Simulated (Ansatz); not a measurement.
Crystal: Be.

```
Be
1.0
     2.23274    0.00000    0.00000
     0.00000    2.23274    0.00000
     0.00000    0.00000    2.06565
Be
1
Direct
  0.50000 0.50000 0.00000
```

The cell was built by a generator and needn't be a form met in nature.

Base run:

| Quantity | Value |
| --- | --- |
| Program | Ansatz 0.2.0 |
| Functional | r2SCAN |
| Potentials or basis | Ansatz PAW |
| Cutoff | 500 eV (not typed: the program's choice for these potentials) |
| k mesh | 12 × 12 × 13 |
| Occupations | fermi-dirac, width 0.05 eV |
| Spin | no spin polarisation |

Its results: band gap on the k mesh none (metal or under the smearing width); pressure 0.0 GPa.

Q: After a change of settings the same cell gave: band gap on the k mesh none (metal or under the smearing width); pressure 1.8 GPa. Which change was it?
A. functional from r2SCAN to PBEsol; cutoff from 500 eV (not typed: the program's choice for these potentials) to 420 eV (not typed: the program's choice for these potentials)
B. functional from r2SCAN to LDA; cutoff from 500 eV (not typed: the program's choice for these potentials) to 420 eV (not typed: the program's choice for these potentials)
C. functional from r2SCAN to PBE; cutoff from 500 eV (not typed: the program's choice for these potentials) to 420 eV (not typed: the program's choice for these potentials)
D. functional from r2SCAN to revPBE; cutoff from 500 eV (not typed: the program's choice for these potentials) to 420 eV (not typed: the program's choice for these potentials)

A: D.

Caveats: the PAW data sets come from PBE, with cores solved anew for the run's functional, which leaves a small shift of forces and pressure.
